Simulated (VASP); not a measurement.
# Cu in VASP: notebook

One slab, Cu, is run at these levels: PBE; tasks: single point.

Program: VASP 6.6.1. These are calculated values, not measurements. Logs are shortened: lines on timing, memory, paths and dates and some standing lists are left out, and cuts for length are marked.

### 1 The structure

The cell holds a slab with vacuum, 28 atoms: a = 7.700 Å, b = 7.700 Å, c = 15.630 Å, α = 90.00°, β = 90.00°, γ = 90.00°.

The cell was built by a generator and needn't be a form met in nature.

### 2 Single point, PBE

INCAR

```
ALGO = Fast
EDIFF = 1E-6
ENCUT = 520
GGA = PE
ISIF = 2
ISMEAR = 0
LASPH = T
LCHARG = F
LREAL = Auto
LWAVE = F
NBANDS = 174
NELM = 100
PREC = Accurate
SIGMA = 0.1
```

KPOINTS

```
k-points
0
Gamma
  3 3 1
```

POSCAR

```
Cu
1.0
    7.7003928471      0.0000000000      0.0000000000
    0.0000000000      7.7003928471      0.0000000000
    0.0000000000      0.0000000000     15.6300000000
Cu
28
Direct
    0.0000000000      0.0000000000      0.3838771600
    0.3333333300      0.0000000000      0.3838771600
    0.6666666700      0.0000000000      0.3838771600
    0.0000000000      0.3333333300      0.3838771600
    0.3333333300      0.3333333300      0.3838771600
    0.6666666700      0.3333333300      0.3838771600
    0.0000000000      0.6666666700      0.3838771600
    0.3333333300      0.6666666700      0.3838771600
    0.6666666700      0.6666666700      0.3838771600
    0.1666903027      0.1666784998      0.4963409586
    0.4988513875      0.1666709853      0.4964056231
    0.8345382430      0.1666685566      0.4964303887
    0.1666740974      0.4988377631      0.4964117270
    0.4992644877      0.4992729636      0.4963841070
    0.8340945022      0.4992134984      0.4964294697
    0.1666716728      0.8345237922      0.4964241457
    0.4992323548      0.8340755761      0.4964075314
    0.8341173260      0.8341257228      0.4964501913
   -0.0027660082     -0.0027641358      0.6116732770
    0.3361727237     -0.0028473512      0.6116151721
    0.6666778309      0.0008370835      0.6090744296
   -0.0028020908      0.3361285990      0.6116455034
    0.3362305934      0.3362336255      0.6115818892
    0.6666873894      0.3325237237      0.6090614333
    0.0008512291      0.6666698440      0.6090810527
    0.3325369303      0.6666794104      0.6090552330
    0.6667041937      0.6666854702      0.6077195739
    0.1669165676      0.1667898254      0.7116485951
```

Potentials or basis: VASP PAW PBE potentials, release 64 (Cu).

On the command line:

```bash
$ cat potpaw_PBE.64/Cu/POTCAR > POTCAR
$ mpirun -np 1 vasp_std > vasp.out
```

OUTCAR:

```text
EDIFF = 1E-6
   ENCUT = 520
   GGA = PE
   ISIF = 2
   ISMEAR = 0
   LASPH = T
   LREAL = Auto
   NELM = 100
   PREC = Accurate

 ion  position               nearest neighbor table
   1  0.000  0.000  0.384-  18 2.52  12 2.52  16 2.52  10 2.53   2 2.57   3 2.57   4 2.57   7 2.57

   2  0.333  0.000  0.384-  17 2.52  11 2.52  16 2.52  10 2.53   5 2.57   8 2.57   1 2.57   3 2.57

   3  0.667  0.000  0.384-  17 2.53  18 2.53  11 2.53  12 2.53   6 2.57   9 2.57   1 2.57   2 2.57
[... 45 lines left out ...]
  26  0.333  0.667  0.609-  16 2.53  13 2.53  17 2.53  14 2.53  23 2.55  20 2.55  25 2.55  27 2.57

  27  0.667  0.667  0.608-  18 2.52  15 2.52  17 2.52  14 2.52  25 2.57  21 2.57  24 2.57  26 2.57

  28  0.167  0.167  0.712-  23 2.42  20 2.42  22 2.42  19 2.42

  LATTYP: Found a simple tetragonal cell.
 ALAT       =     7.7003928471
 C/A-ratio  =     2.0297665730

  Lattice vectors:

 A1 = (   7.7003928471,   0.0000000000,   0.0000000000)
 A2 = (   0.0000000000,   7.7003928471,   0.0000000000)
 A3 = (   0.0000000000,   0.0000000000,  15.6300000000)

Analysis of symmetry for initial positions (statically):
=====================================================================
 Subroutine PRICEL returns:
 Original cell was already a primitive cell.

 Routine SETGRP: Setting up the symmetry group for a
 simple tetragonal supercell.

 Subroutine GETGRP returns: Found  1 space group operations
 (whereof  1 operations were pure point group operations)
 out of a pool of 16 trial point group operations.

The static configuration has the point symmetry C_1 .

Analysis of symmetry for dynamics (positions and initial velocities):
=====================================================================
 Subroutine PRICEL returns:
 Original cell was already a primitive cell.

 Routine SETGRP: Setting up the symmetry group for a
 simple tetragonal supercell.

 Subroutine GETGRP returns: Found  1 space group operations
 (whereof  1 operations were pure point group operations)
 out of a pool of 16 trial point group operations.

The dynamic configuration has the point symmetry C_1 .

 Subroutine INISYM returns: Found  1 space group operations
 (whereof  1 operations are pure point group operations),
 and found     1 'primitive' translations

----------------------------------------------------------------------------------------

                                     Primitive cell

[... 123 lines left out ...]
   LREAL  =      T    real-space projection
   EDIFFG = 0.1E-04   stopping-criterion for IOM
   NSW    =      0    number of steps for IOM
[... 5 lines left out ...]
   TEBEG  =    0.0;   TEEND  =   0.0 temperature during run
   PSTRESS=    0.0 pullay stress
   NELECT =     308.0000    total number of electrons
   NUPDOWN=      -1.0000    fix difference up-down
   EMIN   =  10.00;   EMAX   =-10.00  energy-range for DOS
   EFERMI =   0.00;   METHOD = LEGACY
   ISMEAR =     0;   SIGMA  =   0.10  broadening in eV -4-tet -1-fermi 0-gaus
   EFERMI_NEDOS =   21; number of points for ismear=-14 and -15
   IALGO  =     68    algorithm
   IMIX   =      4    mixing-type and parameters
     AMIX     =   0.40;   BMIX     =  1.00
     AMIX_MAG =   1.60;   BMIX_MAG =  1.00
  volume/ion in A,a.u.               =      33.10       223.37
  Fermi-wavevector in a.u.,A,eV,Ry     =   1.133958  2.142869 17.495186  1.285860
  Thomas-Fermi vector in A             =   2.270661
   LORBIT       =      0    0 simple, 1 ext, 2 COOP (PROOUT), +10 PAW based schemes
   GGA     = PE    functional components
   LHFCALC =     F    Hartree Fock is set to
   AEXX    =    0.0000 exact exchange contribution
   IVDW    =     0    specifies the selected vdW correction
   LEPSILON=     F    determine dielectric tensor
   LRPA    =     F    only Hartree local field effects (RPA)
 non-spin polarized calculation
 RMM-DIIS sequential band-by-band and
 Gauss-broadening in eV      SIGMA  =   0.10
  energy-cutoff  :      520.00
  volume of cell :      926.80
 maximum number of plane-waves:     24995
 NGX is ok and might be reduce to    60
   NGX = 29   NGY = 29   NGZ = 59

 number of electron     307.9999617 magnetization

 Free energy of the ion-electron system (eV)
  ---------------------------------------------------
  ext. energy  EPLUGINS =         0.00000000
  ---------------------------------------------------
  free energy    TOTEN  =       -93.21030597 eV

  energy without entropy =      -93.18425939  energy(sigma->0) =      -93.19728268

 E-fermi :  -0.1080     XC(G=0):  -5.7788

 val. band max:       -0.1676099021   @ k =   0.0000   0.3333   0.0000
 cond. band min:       0.0988185151   @ k =   0.3333   0.3333   0.0000
 fundamental gap:      0.2664284173
 Fermi energy:        -0.1079580972

 k-point     1 :       0.0000    0.0000    0.0000
  band No.  band energies     occupation
      1      -8.4399      2.00000
      2      -6.1731      2.00000
      3      -6.1337      2.00000
      4      -6.1337      2.00000
      5      -6.1049      2.00000
      6      -5.9818      2.00000
[... 834 lines left out ...]
    165       1.8935      0.00000
    166       1.9115      0.00000
 [bands above 166 left out]

------------------------ aborting loop because EDIFF is reached ----------------------------------------

  FORCE on cell =-STRESS in cart. coord.  units (eV):
  Direction    XX          YY          ZZ          XY          YZ          ZX
  --------------------------------------------------------------------------------------
  -------------------------------------------------------------------------------------
  Total       -7.5064046     -7.5064292      0.4637169     -0.0004973     -0.0057264     -0.0115299
  in kB      -12.9765071    -12.9765497      0.8016389     -0.0008597     -0.0098994     -0.0199320
  external PRESSURE =      -8.3838059 kB  Pullay stress =       0.0000000 kB

 VOLUME and BASIS-vectors are now :
 -----------------------------------------------------------------------------
  energy-cutoff  :      520.00
  volume of cell :      926.80
      direct lattice vectors                 reciprocal lattice vectors
     7.700392847  0.000000000  0.000000000     0.129863504  0.000000000  0.000000000
     0.000000000  7.700392847  0.000000000     0.000000000  0.129863504  0.000000000
     0.000000000  0.000000000 15.630000000     0.000000000  0.000000000  0.063979527

 POSITION                                       TOTAL-FORCE (eV/Angst)
 -----------------------------------------------------------------------------------
      0.00000      0.00000      6.00000        -0.014381     -0.014405      0.000362
      2.56680      0.00000      6.00000         0.014251     -0.014184     -0.000300
      5.13360      0.00000      6.00000         0.000841     -0.002447     -0.037828
      0.00000      2.56680      6.00000        -0.014261      0.014328      0.000029
      2.56680      2.56680      6.00000         0.014180      0.014157     -0.000618
      5.13360      2.56680      6.00000         0.000882      0.001793     -0.038781
[... 20 lines left out ...]
      5.13388      5.13374      9.49866        -0.001073     -0.000539      0.023766
      1.28532      1.28435     11.12307        -0.001924     -0.000937      0.040867
 -----------------------------------------------------------------------------------
    total drift:                                0.000494      0.000251      0.006937

  FREE ENERGIE OF THE ION-ELECTRON SYSTEM (eV)
  ---------------------------------------------------
  free  energy   TOTEN  =       -93.2103059747 eV

  energy  without entropy=      -93.1842593854  energy(sigma->0) =      -93.19728268
```

stdout:

```text
POSCAR found type information on POSCAR Cu
 POSCAR found :  1 types and      28 ions
 scaLAPACK will be used
 LDA part: xc-table for (Slater+PW92), standard interpolation
 POSCAR, INCAR and KPOINTS ok, starting setup
 FFT: planning ... GRIDC
 FFT: planning ... GRID_SOFT
 FFT: planning ... GRID
 WAVECAR not read
 entering main loop
```

It took 31 min on 1 thread of Intel Xeon 6975P-C (Granite Rapids), shared host; peak memory 1.1 GiB.

What came out:

```yaml
Free_energy: -93.2103 eV
Largest_force: 0.041 eV/Å
Band_gap_on_the_k_mesh: none (metal or under the smearing width)
```

Forces in eV/Å, atoms in the order of the input:
```
Cu  -0.014 -0.014  0.000
Cu   0.014 -0.014  0.000
Cu   0.001 -0.002 -0.038
Cu  -0.014  0.014  0.000
Cu   0.014  0.014 -0.001
Cu   0.001  0.002 -0.039
Cu  -0.003  0.000 -0.037
Cu   0.001  0.000 -0.039
Cu   0.002  0.001  0.001
Cu  -0.001  0.000  0.004
Cu  -0.006  0.000 -0.005
Cu   0.006 -0.001 -0.007
Cu  -0.001 -0.006 -0.006
Cu   0.000 -0.001 -0.002
Cu   0.002  0.001 -0.005
Cu  -0.001  0.006 -0.006
Cu   0.001  0.002 -0.004
Cu   0.001  0.000 -0.006
Cu  -0.012 -0.013  0.010
Cu   0.013 -0.011  0.011
Cu   0.000  0.000  0.020
Cu  -0.011  0.013  0.010
Cu   0.011  0.010  0.012
Cu   0.000  0.000  0.021
Cu   0.000  0.000  0.020
Cu   0.000  0.000  0.021
Cu  -0.001 -0.001  0.024
Cu  -0.002 -0.001  0.041
```

### 3 Single point, PBE

INCAR

```
SYSTEM = Cu
PREC = Accurate
ENCUT = 520
EDIFF = 1E-6
ISMEAR = 0
SIGMA = 0.1
LREAL = Auto
LASPH = .TRUE.
NELM = 100
ALGO = Fast
ISIF = 2
LWAVE = .FALSE.
LCHARG = .FALSE.
GGA = PE
NBANDS = 174
```

KPOINTS

```
Automatic mesh
0
G
  3 3 1
  0 0 0
```

POSCAR

```
Cu
1.0
    7.7003928471      0.0000000000      0.0000000000
    0.0000000000      7.7003928471      0.0000000000
    0.0000000000      0.0000000000     15.6300000000
Cu
28
Direct
    0.0000000000      0.0000000000      0.3838771600
    0.3333333300      0.0000000000      0.3838771600
    0.6666666700      0.0000000000      0.3838771600
    0.0000000000      0.3333333300      0.3838771600
    0.3333333300      0.3333333300      0.3838771600
    0.6666666700      0.3333333300      0.3838771600
    0.0000000000      0.6666666700      0.3838771600
    0.3333333300      0.6666666700      0.3838771600
    0.6666666700      0.6666666700      0.3838771600
    0.1674024265      0.1673939316      0.4963839079
    0.4999925173      0.1678294500      0.4964116807
    0.8325719213      0.1674534776      0.4964293016
    0.1678158531      0.4999956532      0.4964055744
    0.4999765328      0.4999882500      0.4963408788
    0.8321279725      0.4999980838      0.4964303478
    0.1674346037      0.8325908665      0.4964073454
    0.4999949449      0.8321423924      0.4964241008
    0.8325490555      0.8325406372      0.4964500372
   -0.0000376407     -0.0000188574      0.6077194599
    0.3341298521     -0.0000127337      0.6090557020
    0.6658151281     -0.0000031498      0.6090814340
   -0.0000206961      0.3341431109      0.6090618873
    0.4997502266      0.4998769069      0.7116487035
    0.6694679890      0.3305385703      0.6116458251
   -0.0000111187      0.6658293220      0.6090748328
    0.3304944626      0.6695132254      0.6116154806
    0.6694320341      0.6694302430      0.6116736026
    0.3304366795      0.3304337427      0.6115821966
```

Potentials or basis: VASP PAW PBE potentials, release 64 (Cu).

On the command line:

```bash
$ cat potpaw_PBE.64/Cu/POTCAR > POTCAR
$ mpirun -np 1 vasp_std > vasp.out
```

OUTCAR:

```text
SYSTEM = Cu
   PREC = Accurate
   ENCUT = 520
   EDIFF = 1E-6
   ISMEAR = 0
   LREAL = Auto
   LASPH = .TRUE.
   NELM = 100
   ISIF = 2
   GGA = PE

 ion  position               nearest neighbor table
   1  0.000  0.000  0.384-  10 2.53  16 2.53  12 2.53  18 2.53   2 2.57   3 2.57   4 2.57   7 2.57

   2  0.333  0.000  0.384-  10 2.53  16 2.53  11 2.53  17 2.53   5 2.57   8 2.57   1 2.57   3 2.57

   3  0.667  0.000  0.384-  12 2.53  18 2.53  11 2.53  17 2.53   6 2.57   9 2.57   1 2.57   2 2.57
[... 35 lines left out ...]
  21  0.666  1.000  0.609-  17 2.53  11 2.53  18 2.53  12 2.53  24 2.55  27 2.55  20 2.55  19 2.57

  22  1.000  0.334  0.609-  15 2.53  13 2.53  12 2.53  10 2.53  28 2.55  24 2.55  25 2.55  19 2.57

  23  0.500  0.500  0.712-  28 2.42  26 2.42  24 2.42  27 2.42
  24  0.669  0.331  0.612-  23 2.42  12 2.53  22 2.55  21 2.55  15 2.55  11 2.55  14 2.58  27 2.61
                            28 2.61
  25  1.000  0.666  0.609-  15 2.53  13 2.53  18 2.53  16 2.53  26 2.55  27 2.55  22 2.55  19 2.57

  26  0.330  0.670  0.612-  23 2.42  16 2.53  20 2.55  25 2.55  17 2.55  13 2.55  14 2.58  27 2.61
                            28 2.61
  27  0.669  0.669  0.612-  23 2.42  18 2.53  25 2.55  21 2.55  15 2.55  17 2.55  14 2.58  24 2.61
                            26 2.61
  28  0.330  0.330  0.612-  23 2.42  10 2.53  20 2.55  22 2.55  11 2.55  13 2.55  14 2.58  24 2.61
                            26 2.61

  LATTYP: Found a simple tetragonal cell.
 ALAT       =     7.7003928471
 C/A-ratio  =     2.0297665730

  Lattice vectors:

 A1 = (   7.7003928471,   0.0000000000,   0.0000000000)
 A2 = (   0.0000000000,   7.7003928471,   0.0000000000)
 A3 = (   0.0000000000,   0.0000000000,  15.6300000000)

Analysis of symmetry for initial positions (statically):
=====================================================================
 Subroutine PRICEL returns:
 Original cell was already a primitive cell.

 Routine SETGRP: Setting up the symmetry group for a
 simple tetragonal supercell.

 Subroutine GETGRP returns: Found  1 space group operations
 (whereof  1 operations were pure point group operations)
 out of a pool of 16 trial point group operations.

[... 175 lines left out ...]
   LEPSILON=     F    determine dielectric tensor
   LRPA    =     F    only Hartree local field effects (RPA)
 non-spin polarized calculation
 RMM-DIIS sequential band-by-band and
 Gauss-broadening in eV      SIGMA  =   0.10
  energy-cutoff  :      520.00
  volume of cell :      926.80
 maximum number of plane-waves:     24995
 NGX is ok and might be reduce to    60
   NGX = 29   NGY = 29   NGZ = 59

 number of electron     307.9999617 magnetization

 Free energy of the ion-electron system (eV)
  ---------------------------------------------------
  ext. energy  EPLUGINS =         0.00000000
  ---------------------------------------------------
  free energy    TOTEN  =       -93.21030646 eV

  energy without entropy =      -93.18425970  energy(sigma->0) =      -93.19728308

 E-fermi :  -0.1080     XC(G=0):  -5.7787

 val. band max:       -0.1676062132   @ k =   0.0000   0.3333   0.0000
 cond. band min:       0.0988236084   @ k =   0.3333   0.3333   0.0000
 fundamental gap:      0.2664298216
 Fermi energy:        -0.1079540966

 k-point     1 :       0.0000    0.0000    0.0000
  band No.  band energies     occupation
      1      -8.4398      2.00000
      2      -6.1731      2.00000
      3      -6.1337      2.00000
      4      -6.1337      2.00000
      5      -6.1049      2.00000
      6      -5.9818      2.00000
[... 834 lines left out ...]
    165       1.8935      0.00000
    166       1.9115      0.00000
 [bands above 166 left out]

------------------------ aborting loop because EDIFF is reached ----------------------------------------

  FORCE on cell =-STRESS in cart. coord.  units (eV):
  Direction    XX          YY          ZZ          XY          YZ          ZX
  --------------------------------------------------------------------------------------
  -------------------------------------------------------------------------------------
  Total       -7.4993450     -7.4993808      0.4703310     -0.0005228      0.0057225      0.0115365
  in kB      -12.9643030    -12.9643648      0.8130728     -0.0009039      0.0098925      0.0199434
  external PRESSURE =      -8.3718650 kB  Pullay stress =       0.0000000 kB

 VOLUME and BASIS-vectors are now :
 -----------------------------------------------------------------------------
  energy-cutoff  :      520.00
  volume of cell :      926.80
      direct lattice vectors                 reciprocal lattice vectors
     7.700392847  0.000000000  0.000000000     0.129863504  0.000000000  0.000000000
     0.000000000  7.700392847  0.000000000     0.000000000  0.129863504  0.000000000
     0.000000000  0.000000000 15.630000000     0.000000000  0.000000000  0.063979527

 POSITION                                       TOTAL-FORCE (eV/Angst)
 -----------------------------------------------------------------------------------
      0.00000      0.00000      6.00000        -0.001605     -0.000807      0.001363
      2.56680      0.00000      6.00000        -0.001470     -0.000454     -0.039231
      5.13360      0.00000      6.00000         0.002778     -0.000406     -0.037305
      0.00000      2.56680      6.00000        -0.000884     -0.001796     -0.038737
      2.56680      2.56680      6.00000        -0.014181     -0.014160     -0.000586
      5.13360      2.56680      6.00000         0.014268     -0.014337      0.000056
[... 20 lines left out ...]
      5.15489      5.15488      9.56046         0.012166      0.012859      0.010019
      2.54449      2.54447      9.55903        -0.011216     -0.010491      0.011903
 -----------------------------------------------------------------------------------
    total drift:                               -0.000498     -0.000246      0.006888

  FREE ENERGIE OF THE ION-ELECTRON SYSTEM (eV)
  ---------------------------------------------------
  free  energy   TOTEN  =       -93.2103064568 eV

  energy  without entropy=      -93.1842596998  energy(sigma->0) =      -93.19728308
```

OSZICAR:

```text
N       E                     dE             d eps       ncg     rms          rms(c)
DAV:   1     0.290488217440E+04    0.29049E+04   -0.13034E+05  1740   0.220E+03
DAV:   2     0.284983406851E+03   -0.26199E+04   -0.25641E+04  1740   0.486E+02
DAV:   3    -0.883804029055E+02   -0.37336E+03   -0.34824E+03  1778   0.232E+02
[... 18 lines left out ...]
RMM:  22    -0.932102845274E+02   -0.66855E-04   -0.26629E-05  1912   0.254E-02    0.367E-03
RMM:  23    -0.932102990280E+02   -0.14501E-04   -0.74485E-06  1583   0.806E-03    0.112E-03
RMM:  24    -0.932103032950E+02   -0.42670E-05   -0.19699E-06  1109   0.570E-03    0.108E-03
RMM:  25    -0.932103058716E+02   -0.25766E-05   -0.90492E-07  1054   0.415E-03    0.105E-03
RMM:  26    -0.932103064568E+02   -0.58521E-06   -0.40261E-07  1029   0.308E-03
   1 F= -.93210306E+02 E0= -.93197283E+02  d E =-.260468E-01
```

It took 30 min on 1 thread of Intel Xeon 6975P-C (Granite Rapids), shared host; peak memory 1.1 GiB.

What came out:

```
Free energy            : -93.2103 eV
Largest force          : 0.041 eV/Å
Band gap on the k mesh : none (metal or under the smearing width)
```

Forces on the atoms (eV/Å):
```
Cu  -0.002 -0.001  0.001
Cu  -0.001  0.000 -0.039
Cu   0.003  0.000 -0.037
Cu  -0.001 -0.002 -0.039
Cu  -0.014 -0.014 -0.001
Cu   0.014 -0.014  0.000
Cu  -0.001  0.002 -0.038
Cu  -0.014  0.014  0.000
Cu   0.014  0.014  0.000
Cu   0.000  0.001 -0.002
Cu   0.001  0.006 -0.006
Cu  -0.002 -0.001 -0.005
Cu   0.006  0.000 -0.005
Cu   0.001  0.000  0.004
Cu  -0.006  0.001 -0.007
Cu  -0.001 -0.002 -0.004
Cu   0.001 -0.006 -0.006
Cu  -0.001  0.000 -0.006
Cu   0.001  0.001  0.024
Cu   0.000  0.000  0.021
Cu   0.000  0.000  0.020
Cu   0.000  0.000  0.021
Cu   0.002  0.001  0.041
Cu   0.011 -0.013  0.010
Cu   0.000  0.000  0.020
Cu  -0.013  0.011  0.011
Cu   0.012  0.013  0.010
Cu  -0.011 -0.010  0.012
```
